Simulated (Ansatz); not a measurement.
Relaxing Cu

Method: DFT PBE, scalar-relativistic, plane waves, PAW in Ansatz. Cutoff 420 eV, Γ-centred k mesh, Gaussian smearing, no spin polarisation in the final step.

The start puts Cu on the alpha-gallium structure type (Cmce, No. 64), at a guessed volume.

```yaml
crystal:
  lattice:
    - [1.92253, -3.25834, 0.00000]
    - [1.92253, 3.25834, 0.00000]
    - [0.00000, 0.00000, 3.85018]
  atoms:
    - { symbol: Cu, position: [0.15250, 0.84750, 0.07850] }
    - { symbol: Cu, position: [0.65250, 0.34750, 0.42150] }
    - { symbol: Cu, position: [0.84750, 0.15250, 0.92150] }
    - { symbol: Cu, position: [0.34750, 0.65250, 0.57850] }
```

Cell and atoms relax at zero pressure; the relaxation can't lower the symmetry of the start. After a coarse first stage the cell is made exact in the group found at 0.06 Å.

Energies count from the standard state of Cu at the same level.

**Question.** What does it relax into?

**Answer.** It ends in Fmmm (No. 69). Conventional cell: a = 2.561 Å, b = 4.287 Å, c = 9.173 Å. Cu is coordinated by 9 Cu at 2.43–2.56 Å.

Space group Fmmm (No. 69). a = 2.561 Å, b = 4.287 Å, c = 9.173 Å, α = 90.00°, β = 90.00°, γ = 90.00°
```json
{"atom": "Cu", "site": "8i", "symmetry": "mm2", "x": "0.0000", "y": "0.0000", "z": "0.1324"}
```

**Question.** What are its volume, energy, density and gap?

**Answer.** The volume per atom is 12.59 Å³. The density is 8.38 g/cm³ and the energy over the standard structure is 0.16 eV/atom. The gap on the 26×26×26 mesh is 0 eV (a metal).

The final run used a 26×26×26 mesh on its 2-atom cell and 0.10 eV smearing. For metals, differences of a few meV/atom aren't resolved. A structure relaxed within its symmetry needn't be a true minimum.